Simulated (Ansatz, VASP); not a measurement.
**Two plane-wave programs on HfB2**

```
Hf B
1.0
     3.14000    0.00000    0.00000
    -1.57000    2.71932    0.00000
     0.00000    0.00000    3.48000
Hf B
1 2
Direct
  0.00000 0.00000 0.00000
  0.66667 0.33333 0.50000
  0.33333 0.66667 0.50000
```

Alike in both runs: functional PBEsol; k mesh 10 × 10 × 8; occupations fermi-dirac, width 0.05 eV; no spin polarisation; Hubbard terms Hf d U = 8.0 eV.

```csv
,VASP,Ansatz
version,VASP 6.6.1,Ansatz 0.2.0
potentials or method,"VASP PAW PBE potentials, release 64 (Hf_pv, B)",Ansatz PAW
plane-wave cutoff (eV),520,420
valence electrons in the cell,16,32
task,single point,projected density of states
```

Ansatz gave:

- gap on the k mesh at the Fermi level (eV): none
- pressure (GPa): 4.7
- largest component of the traceless stress (GPa): 4.36

Question: Which values does VASP return?

Answer: gap on the k mesh at the Fermi level (eV): none; pressure (GPa): 20.0; largest component of the traceless stress (GPa): 4.76.

The programs project onto different local orbitals, so the same U acts differently. A gap of «none» marks a metal or a gap that the smearing closes. The two sets of potentials don't hold the same shells in valence.

Caveats: U without spin polarisation on a metal has little footing; the U is typed as a test and isn't derived for this compound; the PAW data sets were made with another functional, which shifts forces and pressure a little (VASP); the PAW data sets come from PBE, with cores solved anew for the run's functional, which leaves a small shift of forces and pressure (Ansatz); the density of states is complete only up to the lowest level of the last band computed (Ansatz). Spin-orbit coupling is left out, which matters for the levels of Hf.
